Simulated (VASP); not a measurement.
Write the native input for VASP 6.6.1 that does the following.

```yaml
Task: band structure
Functional: PBE0
Potentials_or_basis: VASP PAW PBE potentials, release 64 (Ti_sv, N)
Cutoff: 520 eV
k_mesh: 8 × 8 × 8
Occupations: gaussian, width 0.02 eV
Spin: no spin polarisation
Grid_for_exact_exchange_PRECFOCK: Fast
Exchange_at_q_=_0: truncated
Further_INCAR_settings: ALGO = Normal; EDIFF = 1e-07
```

The system is TiN.

```
Ti N
1.0
     0.00000    2.10310    2.10310
     2.10310    0.00000    2.10310
     2.10310    2.10310    0.00000
Ti N
1 1
Direct
  0.00000 0.00000 0.00000
  0.50000 0.50000 0.50000
```

These files were run (other wordings do the same):

POSCAR

```
TiN                                     
1.0
    0.0000000000      2.1031001969      2.1031001969
    2.1031001969      0.0000000000      2.1031001969
    2.1031001969      2.1031001969      0.0000000000
  Ti              N             
     1     1
Direct
     0.0000000000000000    0.0000000000000000    0.0000000000000000
     0.5000000000000000    0.5000000000000000    0.5000000000000000
```

INCAR.step1

```
SYSTEM = TiN
PREC = Accurate
ENCUT = 520
EDIFF = 1E-5
ISMEAR = 0
SIGMA = 0.02
LREAL = .FALSE.
LASPH = .TRUE.
NELM = 60
ALGO = Normal
ISIF = 2
LWAVE = .TRUE.
LCHARG = .FALSE.
LMAXMIX = 4
KPAR = 4
GGA = PE
```

INCAR.step2

```
SYSTEM = TiN
PREC = Accurate
ENCUT = 520
EDIFF = 1E-7
ISMEAR = 0
SIGMA = 0.02
LREAL = .FALSE.
LASPH = .TRUE.
NELM = 60
ALGO = Normal
ISIF = 2
LWAVE = .FALSE.
LCHARG = .FALSE.
LMAXMIX = 4
GGA = PE
LHFCALC = .TRUE.
AEXX = 0.25
PRECFOCK = Fast
HFRCUT = -1
KPAR = 4
ISTART = 1
```

KPOINTS

```
Automatic mesh
0
G
  8 8 8
  0 0 0
```

KPOINTS_OPT

```
path GXWKGLUWLK,UX
12
line-mode
reciprocal
 0.0000000000  0.0000000000  0.0000000000  G
 0.5000000000  0.0000000000  0.5000000000  X

 0.5000000000  0.0000000000  0.5000000000  X
 0.5000000000  0.2500000000  0.7500000000  W

 0.5000000000  0.2500000000  0.7500000000  W
 0.3750000000  0.3750000000  0.7500000000  K

 0.3750000000  0.3750000000  0.7500000000  K
 0.0000000000  0.0000000000  0.0000000000  G

 0.0000000000  0.0000000000  0.0000000000  G
 0.5000000000  0.5000000000  0.5000000000  L

 0.5000000000  0.5000000000  0.5000000000  L
 0.6250000000  0.2500000000  0.6250000000  U

 0.6250000000  0.2500000000  0.6250000000  U
 0.5000000000  0.2500000000  0.7500000000  W

 0.5000000000  0.2500000000  0.7500000000  W
 0.5000000000  0.5000000000  0.5000000000  L

 0.5000000000  0.5000000000  0.5000000000  L
 0.3750000000  0.3750000000  0.7500000000  K

 0.6250000000  0.2500000000  0.6250000000  U
 0.5000000000  0.0000000000  0.5000000000  X
```

Potentials or basis: VASP PAW PBE potentials, release 64 (Ti_sv, N).

Command:

```bash
$ cat potpaw_PBE.64/Ti_sv/POTCAR potpaw_PBE.64/N/POTCAR > POTCAR
$ cp INCAR.step1 INCAR
$ mpirun -np 4 vasp_std > vasp.out
$ cp INCAR.step2 INCAR
$ mpirun -np 4 vasp_std > vasp.out
```

It gave:

- Pressure: 0.5 GPa
- Band gap along the path: none (metal or under the smearing width)

Caveat: the PAW data sets were made with another functional, which shifts forces and pressure a little.

Run time: 51 min on 4 MPI ranks on Intel(R) Xeon(R) Platinum 8488C (Sapphire Rapids), with other jobs on the host, peak memory 0.21 GiB a rank.
